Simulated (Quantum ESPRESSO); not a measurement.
Moving the pressure in Ta

The cell as given:

```cif
data_structure
_symmetry_space_group_name_H-M 'P 1'
_symmetry_Int_Tables_number 1
_cell_length_a 2.9840
_cell_length_b 2.9840
_cell_length_c 2.9840
_cell_angle_alpha 60.000
_cell_angle_beta 60.000
_cell_angle_gamma 60.000
_cell_volume 18.79
loop_
_atom_site_label
_atom_site_type_symbol
_atom_site_fract_x
_atom_site_fract_y
_atom_site_fract_z
_atom_site_occupancy
Ta1 Ta 0.00000 0.00000 0.00000 1
```

This isn't the form of Ta at room conditions, which is bcc.

Kept alike: task relaxation of cell and atoms; functional PBEsol; k mesh 11 × 11 × 11; occupations fermi-dirac, width 0.05 eV; no spin polarisation. Program: Quantum ESPRESSO, GBRV 1.5 PBEsol, cutoff 871 eV. The mesh is that of the run's cell of 1 atom. No spin-orbit coupling.

| run | volume (Å³/atom) |
| --- | --- |
| A | 18.039 |
| B | 16.705 |
| C | 17.392 |
| D | 17.786 |
| E | 16.117 |
| F | 18.219 |

The relaxations keep at least the cell's symmetry (Fm-3m). For a metal such a mesh leaves the last digits unconverged. The runs follow the start's structure, whether or not it is the stable one at these pressures. P is the pressure aimed at, which the runs meet within some hundredths to tenths of a GPa.

**Question.** The runs differ in the pressure alone: 0; 2; 5; 10; 20; 30 GPa. Which run is which?

**Answer.** Run A is 2 GPa; run B is 20 GPa; run C is 10 GPa; run D is 5 GPa; run E is 30 GPa; run F is 0 GPa. The volume falls from 18.219 to 16.117 Å³/atom between 0 and 30 GPa. The volume falls ever more slowly, since the solid stiffens under load. At the pressures aimed at, which the runs meet within some tenths of a GPa, the step from 0 to 5 GPa gives a mean bulk modulus near 208 GPa, the last step 279 GPa.
